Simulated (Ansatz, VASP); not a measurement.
# TePb: VASP beside Ansatz

INCAR

```
SYSTEM = TePb
PREC = Accurate ; ENCUT = 520
EDIFF = 1E-6 ; ISMEAR = 0
SIGMA = 0.05 ; LREAL = .False.
LASPH = .True. ; NELM = 100
ALGO = Normal ; ISIF = 2
LWAVE = .False. ; LCHARG = .True.
GGA = PE ; LELF = .True.
LVHAR = .True. ; NBANDS = 17
```

The input KPOINTS:

```
Automatic mesh
0
Gamma
  8 8 8
  0 0 0
```

POSCAR

```
TePb
1.0
    0.0000000000      3.2270000000      3.2270000000
    3.2270000000      0.0000000000      3.2270000000
    3.2270000000      3.2270000000      0.0000000000
Te Pb
1 1
Direct
    0.5109561014      0.5000000000      0.5000000000
    0.0000000000      0.0000000000      0.0000000000
```

Input for Ansatz:

```yaml
crystal:
  lattice:
    - [0.0, 3.227, 3.227]
    - [3.227, 0.0, 3.227]
    - [3.227, 3.227, 0.0]
  atoms:
    - { symbol: Te, position: [0.5109561014, 0.5, 0.5] }
    - { symbol: Pb, position: [0.0, 0.0, 0.0] }
basis:
  ecutwfc: 420
kpoints:
  mp_grid: { grid: [8, 8, 8] }
hamiltonian:
  xc: pbe
scf:
  occupations: { method: gaussian, width: 0.05 }
output:
  forces: true
  stress: true
  eigenvalues: true
```

Change from the starting cell: all Te atoms moved -0.050 Å, as atom 1 towards its neighbour atom 1 (Te) at 4.564 Å.

Alike in both runs: task single point; functional PBE; k mesh 8 × 8 × 8; occupations gaussian, width 0.05 eV; no spin polarisation.

|  | VASP | Ansatz |
| --- | --- | --- |
| version | VASP 6.6.1 | Ansatz 0.2.0 |
| potentials or method | VASP PAW PBE potentials, release 64 (Te, Pb_d) | scalar-relativistic, plane waves, PAW |
| plane-wave cutoff (eV) | 520 | 420 |
| valence electrons in the cell | 20 | 30 |

VASP gave:

- gap on the k mesh at the Fermi level (eV): 0.73
- least direct gap on the mesh (eV): 0.73
- pressure (GPa): 2.3
- rms of the force components (eV/Å): 0.020

Task: What did Ansatz give for the same quantities?

Result: gap on the k mesh at the Fermi level (eV): 0.73; least direct gap on the mesh (eV): 0.73; pressure (GPa): 2.3; rms of the force components (eV/Å): 0.019.

Atom by atom the forces differ by 0.000 eV/Å (rms over components). The two sets of potentials don't hold the same shells in valence.

Caveats: spin-orbit coupling is left out, which as a rule narrows the gap of such compounds by several tenths of an eV. A k mesh can miss the band edges.
